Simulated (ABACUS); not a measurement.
# Yb (Im-3m) in ABACUS: notebook

One crystal, Yb, is run at these levels: PBE; tasks: single point.

Everything below comes from runs of ABACUS 3.10.1. Logs are shortened: lines on timing, memory, paths and dates and some standing lists are left out, and cuts for length are marked.

## (1) Starting point

The structure is cubic, space group Im-3m (No. 229). Conventional cell: a = 4.303 Å, b = 4.303 Å, c = 4.303 Å, α = 90.00°, β = 90.00°, γ = 90.00°. Yb (site symmetry m-3m) has 8 Yb at 3.73 Å as nearest neighbours.

This isn't the form of Yb at room conditions, which is fcc.

## (2) Single point, PBE, collinear spin, ferromagnetic start

Input file INPUT:

```
INPUT_PARAMETERS
suffix              Yb
calculation         scf
basis_type          lcao
pseudo_dir          ./
orbital_dir         ./
symmetry            1
dft_functional      pbe
ecutwfc             100
pseudo_rcut         10
nspin               2
nbands              10
ks_solver           genelpa
smearing_method     fd
smearing_sigma      0.00367493
scf_thr             1e-07
scf_nmax            100
mixing_type         broyden
mixing_beta         0.4
cal_force           1
cal_stress          1
out_mul             1
```

Input file STRU:

```
ATOMIC_SPECIES
Yb 173.0540 Yb.upf

NUMERICAL_ORBITAL
Yb_confined-atom_8au_3s2p2d1f.orb

LATTICE_CONSTANT
1.8897261246

LATTICE_VECTORS
-2.1514830000 2.1514830000 2.1514830000
2.1514830000 -2.1514830000 2.1514830000
2.1514830000 2.1514830000 -2.1514830000

ATOMIC_POSITIONS
Direct

Yb
0.0
1
0.0000000000 0.0000000000 0.0000000000 1 1 1 mag 0
```

Input file KPT:

```
K_POINTS
0
Gamma
9 9 9 0 0 0
```

Potentials or basis: PseudoDojo NC SR 0.4.1 PBE standard, lanthanides 3+ (f in core), DZP LCAO (the cutoffs set its grid).

On the command line:

```console
OMP_NUM_THREADS=1 mpirun -np 4 abacus > log
```

running log:

```text
ABACUS v3.10.1

               Atomic-orbital Based Ab-initio Computation at UStc

 ------------------------------------------------------------------------------------

 READING GENERAL INFORMATION
                           global_out_dir = OUT.Yb/
                           global_in_card = INPUT
                               pseudo_dir = ./
                              orbital_dir = ./
                                    DSIZE = 4
                                    GSIZE = 1

 READING UNITCELL INFORMATION
                                    ntype = 1
                  lattice constant (Bohr) = 1.88973
              lattice constant (Angstrom) = 1

 READING ATOM TYPE 1
                               atom label = Yb
                      L=0, number of zeta = 3
                      L=1, number of zeta = 2
                      L=2, number of zeta = 2
                      L=3, number of zeta = 1
             number of atom for this type = 1
               magnetization of element 1 = 0
          Autoset magnetism for this atom = 1

                        TOTAL ATOM NUMBER = 1
DIRECT COORDINATES
    atom                   x                   y                   z     mag                  vx                  vy                  vz
taud_Yb1            0.0000000000        0.0000000000        0.0000000000  1.0000        0.0000000000        0.0000000000        0.0000000000

                          Volume (Bohr^3) = 268.825
                             Volume (A^3) = 39.8358

 Lattice vectors: (Cartesian coordinate: in unit of a_0)
             -2.15148            +2.15148            +2.15148
             +2.15148            -2.15148            +2.15148
             +2.15148            +2.15148            -2.15148
 Reciprocal vectors: (Cartesian coordinate: in unit of 2 pi/a_0)
                   +0           +0.232398           +0.232398
            +0.232398                  +0           +0.232398
            +0.232398           +0.232398                  +0
 The esolver type has been set to : ksdft_lcao

                PAO radial cut off (Bohr) = 10

 Read in pseudopotential file is Yb.upf
                     pseudopotential type = NC
          exchange-correlation functional = PBE
                 nonlocal core correction = 1
                        valence electrons = 11
                                     lmax = 3
                           number of zeta = 4
                     number of projectors = 8
                           L of projector = 0
                           L of projector = 0
                           L of projector = 1
                           L of projector = 1
                           L of projector = 2
                           L of projector = 2
                           L of projector = 3
                           L of projector = 3
     initial pseudo atomic orbital number = 10
 The readin total magnetization is 1

 SETUP THE ELECTRONS NUMBER
            electron number of element Yb = 11
      total electron number of element Yb = 11
            AUTOSET number of electrons:  = 11
                           occupied bands = 6
                                   NLOCAL = 26
                                   NBANDS = 10
                                   NBANDS = 10
                                   NLOCAL = 26

 SETUP THE PLANE WAVE BASIS
 energy cutoff for charge/potential (unit:Ry) = 400
            fft grid for charge/potential = [ 45, 45, 45 ]
                        fft grid division = [ 3, 3, 3 ]
        big fft grid for charge/potential = [ 15, 15, 15 ]
                                     nbxx = 900
                                     nrxx = 24300

 SETUP PLANE WAVES FOR CHARGE/POTENTIAL
                    number of plane waves = 36273
                         number of sticks = 1489

 PARALLEL PW FOR CHARGE/POTENTIAL
     PROC   COLUMNS(POT)             PW
        1            372           9068
        2            372           9068
        3            373           9069
        4            372           9068
 --------------- sum -------------------
        4           1489          36273
                            number of |g| = 302
                                  max |g| = 35.9698
                                  min |g| = 0.108018

----------- Double Check Mixing Parameters Begin ------------
mixing_type: broyden
mixing_beta: 0.4
[... 37 lines left out ...]
                   Input type of k points = Monkhorst-Pack(Gamma)
                                   nkstot = 729
                       right hand lattice = 1
(for reciprocal lattice: )
                             BRAVAIS TYPE = 3
                     BRAVAIS LATTICE NAME = 03. Cubic F (face-centered)
                                    ibrav = 3
                       right hand lattice = 1
(for k-lattice: )
                             BRAVAIS TYPE = 3
                     BRAVAIS LATTICE NAME = 03. Cubic F (face-centered)
                                    ibrav = 3
                       right hand lattice = 1
                        ROTATION MATRICES = 48
                               nkstot_ibz = 35
K-POINTS REDUCTION ACCORDING TO SYMMETRY
     IBZ    DIRECT_X    DIRECT_Y    DIRECT_Z  WEIGHT  ibz2bz
       1  0.00000000  0.00000000  0.00000000  0.0014       0
       2 -0.11111111  0.11111111  0.00000000  0.0165       1
       3 -0.22222222  0.22222222  0.00000000  0.0165       2
       4 -0.33333333  0.33333333  0.00000000  0.0165       3
       5 -0.44444444  0.44444444  0.00000000  0.0165       4
       6 -0.22222222  0.11111111  0.11111111  0.0329      10
[... 22 lines left out ...]
      29 -0.44444444  0.44444444  0.22222222  0.0329     203
      30 -0.44444444  0.33333333  0.33333333  0.0329     204
[... 5 further k points ...]

                               nkstot now = 35
[... K-POINTS DIRECT COORDINATES: 35 rows ...]

           k-point number in this process = 35
       minimum distributed K point number = 35
[... stars of the k points ...]
                             nks(nspin=2) = 70
                          nkstot(nspin=2) = 70

[... K-POINTS CARTESIAN COORDINATES: 70 rows ...]

[... K-POINTS DIRECT COORDINATES: 70 rows ...]

 SETUP PLANE WAVES FOR WAVE FUNCTIONS
     energy cutoff for wavefunc (unit:Ry) = 100
              fft grid for wave functions = [ 45, 45, 45 ]
                    number of plane waves = 6363
                         number of sticks = 467

 PARALLEL PW FOR WAVE FUNCTIONS
     PROC   COLUMNS(POT)             PW
        1            117           1592
        2            116           1590
        3            117           1590
        4            117           1591
 --------------- sum -------------------
        4            467           6363

 SET NONLOCAL PSEUDOPOTENTIAL PROJECTORS
 max number of nonlocal projetors among all species is 8

 -------------------------------------------
 SELF-CONSISTENT
 -------------------------------------------

 SETUP SEARCHING RADIUS FOR PROGRAM TO SEARCH ADJACENT ATOMS
                  longest orb rcut (Bohr) = 8
   longest nonlocal projector rcut (Bohr) = 2.54
                     search radius (Bohr) = 21.1
              searching radius is (Bohr)) = 21.1
         searching radius unit is (Bohr)) = 1.89
                         PeriodicBoundary = 1
                        Radius(unit:lat0) = 11.2
                                   glayer = [ 5, 5, 5 ]
                             glayer_minus = [ 4, 4, 4 ]

Find the coordinate range of the input atom(unit:lat0).
                                  min_tau = [ -25.8, -25.8, -25.8 ]
                                  max_tau = [ 25.8, 25.8, 25.8 ]
                                BoxNumber = [ 9, 9, 9 ]

 SETUP EXTENDED REAL SPACE GRID FOR GRID INTEGRATION
                          real space grid = [ 45, 45, 45 ]
                 big cell numbers in grid = [ 15, 15, 15 ]
             meshcell numbers in big cell = [ 3, 3, 3 ]
                        extended fft grid = [ 21, 21, 21 ]
                dimension of extened grid = [ 58, 58, 58 ]
                            UnitCellTotal = 125
              Atom number in sub-FFT-grid = 1
    Local orbitals number in sub-FFT-grid = 26
                                ParaV.nnr = 10985
                                 init_chg = atomic

 LCAO ALGORITHM --------------- ION=   1  ELEC=   1--------------------------------
          total magnetism (Bohr mag/cell) = 0.403462
       absolute magnetism (Bohr mag/cell) = 0.403462
                        nelec for spin up = 5.70173
                      nelec for spin down = 5.29827
[... 256 lines left out ...]
 Density error is 6.30496539394e-08
----------------------------------------------------------
     Energy           Rydberg                 eV
----------------------------------------------------------
 E_KohnSham     -93.1368211809       -1267.1914616677
 E_KS(sigma->0) -93.1360233453       -1267.1806065577
 E_Harris       -93.1368213420       -1267.1914638592
 E_band         -14.6417590760       -199.2113521772
 E_one_elec     -32.0862573578       -436.5559275600
 E_Hartree      16.4399261978        223.6766709900
 E_xc           -23.3351482579       -317.4909799826
 E_Ewald        -54.1537460919       -736.7995148952
 E_entropy(-TS) -0.0015956712        -0.0217102199
 E_descf        0.0000000000         0.0000000000
 E_exx          0.0000000000         0.0000000000
 E_Fermi        0.5258431596         7.1544632246
----------------------------------------------------------

 charge density convergence is achieved
 final etot is -1267.1914617 eV
 EFERMI = 7.1544632246 eV

 STATE ENERGY(eV) AND OCCUPATIONS    NSPIN == 2
SPIN UP :
 1/35 kpoint (Cartesian) = 0.0000 0.0000 0.0000 (1139 pws)
       1       -48.2895     0.00137174
       2       -19.8406     0.00137174
       3       -19.8406     0.00137174
       4       -19.8406     0.00137174
       5        1.94384     0.00137174
       6        8.84649    2.75730e-18
       7        8.84649    2.75730e-18
       8        8.84649    2.75730e-18
       9        10.4652    2.39982e-32
      10        10.4652    2.39982e-32
[... 49 lines left out ...]
 6/35 kpoint (Cartesian) = 0.051644 -0.025822 -0.025822 (1148 pws)
       1       -48.2869      0.0329218
       2       -19.8987      0.0329218
       3       -19.8559      0.0329218
       4       -19.8457      0.0329218
       5        2.71402      0.0329218
       6        8.38830    6.31744e-13
       7        8.39953    5.04617e-13
       8        9.58960    2.32335e-23
       9        10.0045    5.78490e-27
      10        10.5895    4.80061e-32

[... levels at 64 further k points ...]

-------------------------------------------------
 Total Magnetism (uB)
-------------------------------------------------
                        Yb1         0.0000321945
-------------------------------------------------

 correction force for each atom along direction 1 is 2.06406e-16
 correction force for each atom along direction 2 is -7.43117e-15
 correction force for each atom along direction 3 is -9.97689e-15
------------------------------------------------------------------------------------------
 TOTAL-FORCE (eV/Angstrom)
------------------------------------------------------------------------------------------
                       Yb1         0.0000000000         0.0000000000         0.0000000000
------------------------------------------------------------------------------------------

----------------------------------------------------------------
 TOTAL-STRESS (KBAR)
----------------------------------------------------------------
       -82.4324687095        -0.0000000000        -0.0000000000
         0.0000000000       -82.4324687095         0.0000000000
         0.0000000000         0.0000000000       -82.4324687095
----------------------------------------------------------------
 TOTAL-PRESSURE: -82.432469 KBAR

 --------------------------------------------
 !FINAL_ETOT_IS -1267.1914616676692731 eV
 --------------------------------------------
```

Run time: 11 s. Hardware: 4 MPI ranks of AMD EPYC 7B13 (Zen 3), shared host; peak memory 0.4 GiB.

What came out:

```yaml
Free_energy: -1267.1915 eV
Band_gap_on_the_k_mesh: none (metal or under the smearing width)
Net_moment: 0.00 μB per cell
Absolute_moment: 0.00 μB per cell
```

Caveat: the atomic orbitals were generated for these runs and aren't a published set; all typed moments are zero, and the program then starts from 1 μB on every atom; spin-orbit coupling is left out, which moves the levels of the heavy elements; the 4f electrons are frozen in the core as for a trivalent ion, so they carry no moment and show no levels, and Eu and Yb are often divalent; the basis of atomic orbitals isn't converged, which shifts pressures, moduli and gaps. The state reached can hang on the start; a lower one may exist.

## (3) Single point, PBE, collinear spin, ferromagnetic start (cell strained at random at fixed volume)

INPUT is that of step 2.

Input file STRU:

```
ATOMIC_SPECIES
Yb 173.0540 Yb.upf

NUMERICAL_ORBITAL
Yb_confined-atom_8au_3s2p2d1f.orb

LATTICE_CONSTANT
1.8897261246

LATTICE_VECTORS
-2.0735160000 2.2226410000 2.1779870000
2.1304990000 -2.1176140000 2.1299430000
2.1041480000 2.1482470000 -2.0729600000

ATOMIC_POSITIONS
Direct

Yb
0.0
1
-0.0141760000 -0.0047220000 -0.0165890000 1 1 1 mag 0
```

KPT is that of step 2.

Potentials or basis: PseudoDojo NC SR 0.4.1 PBE standard, lanthanides 3+ (f in core), DZP LCAO (the cutoffs set its grid).

On the command line:

```console
OMP_NUM_THREADS=1 mpirun -np 4 abacus > log
```

running log:

```text
ABACUS v3.10.1

               Atomic-orbital Based Ab-initio Computation at UStc

 ------------------------------------------------------------------------------------

 READING GENERAL INFORMATION
                           global_out_dir = OUT.Yb/
                           global_in_card = INPUT
                               pseudo_dir = ./
                              orbital_dir = ./
                                    DSIZE = 4
                                    GSIZE = 1

 READING UNITCELL INFORMATION
                                    ntype = 1
                  lattice constant (Bohr) = 1.88973
              lattice constant (Angstrom) = 1
[... 590 lines left out ...]

[... levels at 724 further k points ...]

-------------------------------------------------
 Total Magnetism (uB)
-------------------------------------------------
                        Yb1        -0.0000002506
-------------------------------------------------

 correction force for each atom along direction 1 is 1.84755e-07
 correction force for each atom along direction 2 is -9.38003e-07
 correction force for each atom along direction 3 is 1.37291e-07
------------------------------------------------------------------------------------------
 TOTAL-FORCE (eV/Angstrom)
------------------------------------------------------------------------------------------
                       Yb1         0.0000000000         0.0000000000         0.0000000000
------------------------------------------------------------------------------------------

----------------------------------------------------------------
 TOTAL-STRESS (KBAR)
----------------------------------------------------------------
       -82.3361802355        -2.0081240162        -4.3415715573
        -2.0081240162       -81.6271330186        -9.2322460958
        -4.3415715573        -9.2322460958       -82.7368002514
----------------------------------------------------------------
 TOTAL-PRESSURE: -82.233371 KBAR

 --------------------------------------------
 !FINAL_ETOT_IS -1267.1844934548807942 eV
 --------------------------------------------
```

Run time: 23 s. Hardware: 4 MPI ranks of AMD EPYC 7B13 (Zen 3), shared host; peak memory 0.6 GiB.

What came out:

* Free energy: -1267.1845 eV
* Band gap on the k mesh: none (metal or under the smearing width)
* Net moment: 0.00 μB per cell
* Absolute moment: 0.00 μB per cell

Caveat: the atomic orbitals were generated for these runs and aren't a published set; all typed moments are zero, and the program then starts from 1 μB on every atom; spin-orbit coupling is left out, which moves the levels of the heavy elements; the 4f electrons are frozen in the core as for a trivalent ion, so they carry no moment and show no levels, and Eu and Yb are often divalent; the basis of atomic orbitals isn't converged, which shifts pressures, moduli and gaps. The state reached can hang on the start; a lower one may exist.
